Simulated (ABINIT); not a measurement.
# KMgF3 (Pm-3m) in ABINIT: a series of runs, part 2 of 2

ABINIT 10.8.3 (patched build).

## (3) Positron lifetime, PBEsol

Input file run.abi:

```
# Datasets
ndtset 2

# Pseudopotentials
pp_dirpath "./"
pseudos "K.GGA_PBE-JTH.xml, Mg.GGA_PBE-JTH.xml, F.GGA_PBE-JTH.xml"

# Structure
acell 3.9859 3.9859 3.9859 Angstrom
rprim
     1.0000000000     0.0000000000     0.0000000000
     0.0000000000     1.0000000000     0.0000000000
     0.0000000000     0.0000000000     1.0000000000
ntypat 3
znucl 19 12 9
natom 5
typat 1 2 3 3 3
xred
            1/2            1/2            1/2
            0.0            0.0            0.0
            0.0            0.0            1/2
            0.0            1/2            0.0
            1/2            0.0            0.0

# Plane-wave basis
ecut 19.0
pawecutdg 38.0

# Exchange and correlation
ixc -116133

# SCF cycle
nstep 80

# Output
iomode 3
prteig 0
prtebands 0
prtwf 0

# Dataset 1: electrons
kptopt1 1
ngkpt1 5 5 5
nshiftk1 1
shiftk1 0.0 0.0 0.0
nband1 24
occopt1 3
tsmear1 0.05 eV
tolvrs1 1.0e-10
prtden1 1

# Dataset 2: positron in the electrons' density
positron2 1
ixcpositron2 31
getden2 1
kptopt2 0
nkpt2 1
kpt2 0.0 0.0 0.0
nband2 1
occopt2 2
occ2 1.0
posocc2 1.0
toldfe2 1.0e-7
nline2 10
nnsclo2 2
optforces2 0
optstress2 0
prtden2 0
```

Potentials or basis: JTH PAW PBE v2.0.

On the command line:

```console
$ abinit run.abi > log 2>&1
```

run.abo:

```text
.Version 10.8.3 of ABINIT
 DATASET    1 : space group Pm -3 m (#221); Bravais cP (primitive cubic)
================================================================================
 Values of the parameters that define the memory need for DATASET  1.
     intxc =       0    ionmov =       0      iscf =      17    lmnmax =      13
     lnmax =       5     mgfft =      30  mpssoang =       3    mqgrid =    3001
     natom =       5  nloc_mem =       2    nspden =       1   nspinor =       1
    nsppol =       1      nsym =      48    n1xccc =       1    ntypat =       3
    occopt =       3   xclevel =       2
       mpw =        1703          nfft =       27000          nkpt =          10
 PAW method is used; the additional fine FFT grid is defined by:
   mgfftf=        45    nfftf =     91125
================================================================================
================================================================================

 DATASET    2 : space group Pm -3 m (#221); Bravais cP (primitive cubic)
================================================================================
 Values of the parameters that define the memory need for DATASET  2.
     intxc =       0    ionmov =       0      iscf =      17    lmnmax =      13
     lnmax =       5     mgfft =      30  mpssoang =       3    mqgrid =    3001
     natom =       5  nloc_mem =       2    nspden =       1   nspinor =       1
    nsppol =       1      nsym =      48    n1xccc =       1    ntypat =       3
    occopt =       2   xclevel =       2
       mpw =         872          nfft =       27000          nkpt =           1
 PAW method is used; the additional fine FFT grid is defined by:
   mgfftf=        45    nfftf =     91125
================================================================================
================================================================================

--------------------------------------------------------------------------------
------------- Echo of variables that govern the present computation ------------
--------------------------------------------------------------------------------
 -outvars: echo values of preprocessed input variables --------
            acell      7.5322593653E+00  7.5322593653E+00  7.5322593653E+00 Bohr
              amu      3.90983000E+01  2.43050000E+01  1.89984032E+01
             ecut      1.90000000E+01 Hartree
           getden1          0
           getden2          1
              ixc     -116133
      ixcpositron1          1
      ixcpositron2         31
           jdtset        1    2
[... 474 lines left out ...]
 Eigenvalues (hartree) for nkpt=   1  k points:
 kpt#   1, nband=  1, wtk=  1.00000, kpt=  0.0000  0.0000  0.0000 (reduced coord)
  -0.36094

--- !EnergyTerms
iteration_state     : {dtset: 2, }
comment             : Components of total free energy in Hartree
kinetic             :  1.47144296955771E-01
local_psp           : -5.63697486375564E-01
PAW spherical_terms : -1.20824637883646E-01
positronic          : -5.37377827303439E-01
electronic          : -1.65206132526596E+02
electron_positron_interaction:  1.76305974550169E-01
total_energy        : -1.65567204379349E+02
total_energy_eV     : -4.50531314803375E+03
...

--- !EnergyTermsDC
iteration_state     : {dtset: 2, }
comment             : '"Double-counting" decomposition of free energy'
band_energy         : -3.60937585946306E-01
PAW spherical_terms :  0.00000000000000E+00
electron_positron_dc: -1.76306504334433E-01
positronic          : -5.37244090280760E-01
electronic          : -1.65206132526596E+02
electron_positron_interaction:  1.76305974550169E-01
total_energy_dc     : -1.65567070642326E+02
total_energy_dc_eV  : -4.50530950886397E+03
...

== END DATASET(S) ==============================================================
================================================================================

 -outvars: echo values of variables after computation  --------
            acell      7.5322593653E+00  7.5322593653E+00  7.5322593653E+00 Bohr
           etotal1    -1.6520613253E+02
           etotal2    -1.6556707064E+02
            fcart1    -0.0000000000E+00 -0.0000000000E+00 -0.0000000000E+00
                      -0.0000000000E+00 -0.0000000000E+00 -0.0000000000E+00
                      -0.0000000000E+00 -0.0000000000E+00 -0.0000000000E+00
                      -0.0000000000E+00 -0.0000000000E+00 -0.0000000000E+00
                      -0.0000000000E+00 -0.0000000000E+00 -0.0000000000E+00
            fcart2     9.9999999999E+99  9.9999999999E+99  9.9999999999E+99
                       9.9999999999E+99  9.9999999999E+99  9.9999999999E+99
                       9.9999999999E+99  9.9999999999E+99  9.9999999999E+99
                       9.9999999999E+99  9.9999999999E+99  9.9999999999E+99
                       9.9999999999E+99  9.9999999999E+99  9.9999999999E+99
           strten1     3.7956449894E-05  3.7956449894E-05  3.7956449894E-05
                       0.0000000000E+00  0.0000000000E+00  0.0000000000E+00
           strten2     9.9999999999E+99  9.9999999999E+99  9.9999999999E+99
                       9.9999999999E+99  9.9999999999E+99  9.9999999999E+99
           xangst      1.9929500000E+00  1.9929500000E+00  1.9929500000E+00
                       0.0000000000E+00  0.0000000000E+00  0.0000000000E+00
                       0.0000000000E+00  0.0000000000E+00  1.9929500000E+00
                       0.0000000000E+00  1.9929500000E+00  0.0000000000E+00
                       1.9929500000E+00  0.0000000000E+00  0.0000000000E+00
             xred      5.0000000000E-01  5.0000000000E-01  5.0000000000E-01
                       0.0000000000E+00  0.0000000000E+00  0.0000000000E+00
                       0.0000000000E+00  0.0000000000E+00  5.0000000000E-01
                       0.0000000000E+00  5.0000000000E-01  0.0000000000E+00
                       5.0000000000E-01  0.0000000000E+00  0.0000000000E+00
 Calculation completed.
```

Wall time 20 s (1 thread of Intel Xeon Platinum 8375C at 2.90GHz (Ice Lake), shared host); peak memory 0.1 GiB.

What came out:

| Property | Result |
| --- | --- |
| Free energy | -4495.4879 eV |
| Band gap on the k mesh | 7.20 eV, indirect (least direct gap 7.45 eV) |
| Positron lifetime, core in the independent-particle model | 194 ps |
| Positron lifetime | 193 ps |

Caveat: the PAW basis is incomplete for the positron; an odd mesh through Γ misses points on the zone boundary, where band edges often lie.
